Why does a change of density functional move one band gap of gallium phosphide much more than another, although no atom has moved? Across the functionals compared here, the smallest gap varies by about 0.4 eV and the smallest direct gap by about 0.7 eV. Spin-orbit coupling, by comparison, raises the top of the valence band by only 0.03 eV, although its splittings are known to come out too wide in these runs. The cause of the difference lies in where each gap ends.

GPAW 26.7.0, plane-wave PAW density functional theory for GaP at one fixed geometry, with a 600 eV cutoff, an 8 × 8 × 8 k mesh and Fermi-Dirac smearing of 0.05 eV. Both gaps include spin-orbit coupling, added after self-consistency, and are taken along Γ–X–W–K–Γ–L–U–W–L–K|U–X with 60 to 100 points.

```
functional                                           potentials  gap on path (eV)  direct gap on path (eV)
       PBE                 GPAW-PAW-data-sets-(gpaw-data-1.2.1)             1.585                    1.865
    revPBE                 GPAW-PAW-data-sets-(gpaw-data-1.2.1)             1.654                    1.957
    r2SCAN                 GPAW-PAW-data-sets-(gpaw-data-1.2.1)             1.858                    2.395
       MS2                 GPAW-PAW-data-sets-(gpaw-data-1.2.1)             1.872                    2.439
    PBEint  PAW-data-sets-made-by gpaw-setup-for-the-functional             1.491                    1.858
      TPSS                 GPAW-PAW-data-sets-(gpaw-data-1.2.1)             1.627                    2.023
optB88-vdW                 GPAW-PAW-data-sets-(gpaw-data-1.2.1)             1.605                    1.815
optPBE-vdW                 GPAW-PAW-data-sets-(gpaw-data-1.2.1)             1.654                    1.897
     rSCAN                 GPAW-PAW-data-sets-(gpaw-data-1.2.1)             1.848                    2.361
    vdW-DF                 GPAW-PAW-data-sets-(gpaw-data-1.2.1)             1.751                    1.951
 vdW-DF-cx                 GPAW-PAW-data-sets-(gpaw-data-1.2.1)             1.517                    1.872
   vdW-DF2                 GPAW-PAW-data-sets-(gpaw-data-1.2.1)             1.703                    1.752
```

The gap on path is the smallest distance between occupied and empty bands along the sampled lines, and the direct gap compares states of equal wavevector. Here the direct gap lies at Γ, the centre of the Brillouin zone. For r2SCAN and vdW-DF the band energies on the mesh place the lowest empty states towards X, the well-known valley of this material. Both gaps start from the same valence top, so a functional that merely lifted all empty states would widen them equally. The table rules this out: from PBE to r2SCAN the indirect gap grows by 0.27 eV and the direct gap by 0.53 eV.

The two conduction states are built differently. At Γ, symmetry keeps s and p orbitals apart, and the lowest empty state is an antibonding combination of s orbitals, with strong variation near the nuclei and between the atoms. Near X, s and p orbitals mix, and much of the state lies in the open voids of the structure. A functional can therefore act on one state and leave the other nearly in place.

For the valley near X, the gradient part of exchange gives a simple picture. For weak gradients its energy density is proportional to −|∇n|²/n^(4/3), where n is the electron density. Differentiating with respect to n gives the potential, and where the gradient vanishes this is proportional to +∇²n/n^(4/3). It is thus attractive where the density peaks, as in the bonds that hold the valence states, and repulsive where it has a minimum, as in the voids. Stronger gradient exchange should lower the valence top relative to the valley near X and widen the gap.

This idea was tested with a straight line through the GGAs and those vdW-DF functionals that share the first nonlocal kernel, seven rows in all. The variable is the exchange enhancement, the fraction by which exchange exceeds its uniform-gas value, taken at a reduced gradient of 1. A constant offset allows for the vdW-DF type of correlation. For vdW-DF, with an enhancement of about 0.19, the model gives 1.21 + 2.27 × 0.19 + 0.09 ≈ 1.73 eV.

The table has 1.75 eV for that row, which was part of the fit. When each row is left out in turn, the typical miss is 0.03 eV, small beside the range of about 0.26 eV among these rows. The line reproduces the smallest gaps, those of PBEint and vdW-DF-cx, which have the weakest gradient exchange. It can't separate optB88-vdW from optPBE-vdW, whose enhancements are nearly equal but whose gaps differ by 0.05 eV. With three constants fitted to only seven rows, the agreement supports the picture but doesn't prove it.

The offset has a counterpart in two single rows. revPBE and vdW-DF share their exchange and differ in correlation; the indirect gap is 0.10 eV wider in vdW-DF, while the direct gap hardly changes. In PBE-type functionals the gradient term of correlation opposes that of exchange. A plausible reading is that vdW-DF correlation opposes it less, but no row isolates this effect.

The same rule fails for the direct gap. From optB88-vdW to vdW-DF-cx the indirect gap shrinks by 0.09 eV, as weaker gradient exchange suggests, yet the direct gap grows by 0.06 eV. A likely reason is that the s state at Γ also samples the regions close to the nuclei, where the density varies steeply. A single enhancement value can't be expected to represent exchange both there and in the voids.

The three SCAN-like functionals, r2SCAN, rSCAN and MS2, bring in another variable, the kinetic-energy density of the orbitals. In their exchange, the energy rises when this density rises. The orbital equation then contains an extra positive energy proportional to |∇ψ|², so a rapidly varying orbital ψ pays more than a smooth one. This argument favours a large upward shift of the antibonding s state, though changes in the ordinary potential act at the same time.

Free electrons folded into the same Brillouin zone offer a simpler comparison. The waves from which the lowest conduction states grow have kinetic energies in the ratio 3 at Γ, 2¾ at L and 2 at X. If every kinetic energy were raised by the same percentage, Γ would rise most and X least. The comparison gives only this order: the valence top comes from the same waves as the state at Γ, so the opening of the direct gap needs the real difference between bonding and antibonding orbitals.

The calculated bands follow that order. Measured from the valence top, the lowest empty state of r2SCAN lies above that of vdW-DF by 0.44 eV at Γ, by 0.27 eV three quarters of the way to L, and by 0.11 eV three quarters of the way to X. The shift therefore fades away from Γ, and most strongly towards X. This pair shows the pattern but doesn't isolate its cause, because the two functionals differ in more than the kinetic-energy density.

TPSS shows that a place on the meta-GGA rung is not enough. It also uses the kinetic-energy density, yet its indirect gap is only 0.04 eV wider than PBE's and narrower than that of revPBE. Its direct gap opens by 0.16 eV against PBE, again more than the indirect one but far less than in the SCAN-like rows. A weaker dependence of its exchange on that variable is the expected reason. A second influence remains untested in all the meta-GGA and vdW-DF rows, vdW-DF2 included: their atomic data sets were not made for these functionals, and an s state near the nuclei would feel a mismatch most.

vdW-DF2 is the irregular row, with a direct gap only 0.05 eV above the indirect one. Relative to vdW-DF, its direct gap falls by 0.20 eV. Its smallest gap is also the same on the regular mesh and on the path, whereas in every other row the path finds a lower value between mesh points. This suggests that the minimum has moved to a special point contained in both samplings. L is the likely candidate, since its state carries enough s character to follow Γ downwards, but the bands that would settle this are not available. Why this functional lowers the state at Γ so far also remains open.

For practical use, the first question is which valley a gap ends in, and only then which rung the functional belongs to. The order among the three SCAN-like indirect gaps is not secure, because they differ by only about 0.02 eV and MS2, the highest of them on the path, is the lowest on the regular mesh. Even these widest values fall short of the measured indirect gap, roughly 2.3 eV, as is usual for semilocal functionals. The Ga 3d electrons are frozen and the cell is the same for every functional, so the table compares functionals more reliably than it predicts the gap itself.

Printed output of the fit:

```
Gaps against PBE, separation and sampling (eV):
         row  indirect_less_PBE  direct_less_PBE  direct_less_indirect  mesh_less_path
         PBE                  0                0                  0.28           0.053
      revPBE              0.069            0.092                 0.303          0.0506
      r2SCAN              0.273             0.53                 0.537          0.0474
         MS2              0.287            0.574                 0.567          0.0154
      PBEint             -0.094           -0.007                 0.367          0.0407
        TPSS              0.042            0.158                 0.396           0.034
  optB88-vdW               0.02            -0.05                  0.21          0.0526
  optPBE-vdW              0.069            0.032                 0.243          0.0503
       rSCAN              0.263            0.496                 0.513          0.0519
      vdW-DF              0.166            0.086                   0.2          0.0463
   vdW-DF-cx             -0.068            0.007                 0.355          0.0313
     vdW-DF2              0.118           -0.113                 0.049         -0.0003
fit of gap_on_path on 7 rows (fam > 0): constant 1.213 +/- 0.046, coefficient of fx 2.271 +/- 0.27, coefficient of nl 0.08915 +/- 0.019; rms 0.0181, worst optB88-vdW 0.0381, leave-one-out rms 0.0286
  rows outside the fit (model, value, miss): r2SCAN 1.599, 1.858, -0.259; MS2 1.599, 1.872, -0.273; TPSS 1.599, 1.627, -0.0276; rSCAN 1.599, 1.848, -0.249; vdW-DF2 1.802, 1.703, 0.0991
Indirect gap, vdW-DF less revPBE (eV): 0.097
Direct gap, vdW-DF less revPBE (eV): -0.006
Indirect gap, vdW-DF2 less vdW-DF (eV): -0.048
Direct gap, vdW-DF2 less vdW-DF (eV): -0.199
Indirect gap, vdW-DF-cx less optB88-vdW (eV): -0.088
Direct gap, vdW-DF-cx less optB88-vdW (eV): 0.057
Lowest conduction state above valence top, r2SCAN less vdW-DF, at Gamma (eV): 0.444
The same, three quarters of the way to L (eV): 0.2672
The same, half way to X (eV): 0.1413
The same, three quarters of the way to X (eV): 0.1081
vdW-DF, conduction state three quarters of the way to L above valence top (eV): 1.932
```
